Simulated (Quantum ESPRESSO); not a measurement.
Runs of Quantum ESPRESSO 7.5 on Mo. The structure is cubic, space group Im-3m (No. 229). Conventional cell: a = 3.168 Å, b = 3.168 Å, c = 3.168 Å, α = 90.00°, β = 90.00°, γ = 90.00°. Mo (site symmetry m-3m) has 8 Mo at 2.74 Å as nearest neighbours. 

```tsv
task	level	potentials or basis	cell	k mesh	cutoff (eV)	SCF threshold	form of the LDA correlation	symmetry	gap on the mesh (eV)	pressure (GPa)	V0 of scaled cells (Å³/atom)	B0 (GPa)
single point	PBEsol	GBRV 1.5 PBEsol	as given	12 × 12 × 12	612	2e-10 Ry	-	-	none	-10.4	-	-
single point	PBEsol	GBRV 1.5 PBEsol	cell strained at random at fixed volume	12 × 12 × 12	612	2e-10 Ry	-	-	none	-10.2	-	-
band structure	PBEsol	GBRV 1.5 PBEsol	as given	12 × 12 × 12	612	2e-10 Ry	-	-	none	-10.4	-	-
equation of state	LDA	GBRV 1.5 LDA	as given	12 × 12 × 12	612	2e-10 Ry	PZ81	-	-	-	15.06	296
equation of state	r2SCAN	SG15 PBE 1.2	as given	9 × 9 × 9	952	1e-08 Ry	-	off	-	-	(b)	277
equation of state	PBEsol	GBRV 1.5 PBEsol	as given	12 × 12 × 12	612	2e-10 Ry	-	-	-	-	(a)	284
```

Alike in all rows: no spin polarisation; smearing fermi-dirac 0.05 eV.

Q: Estimate the missing entries.

A: (a) 15.30; (b) 15.56.

Caveats: the potentials were made for another functional, which shifts forces and pressure (some runs).

A k mesh can miss the band edges, and the runs leave out spin-orbit coupling on Mo.

A gap of «none» marks a metal or a gap under the smearing width.

Runs at the PBE level aren't shown here.
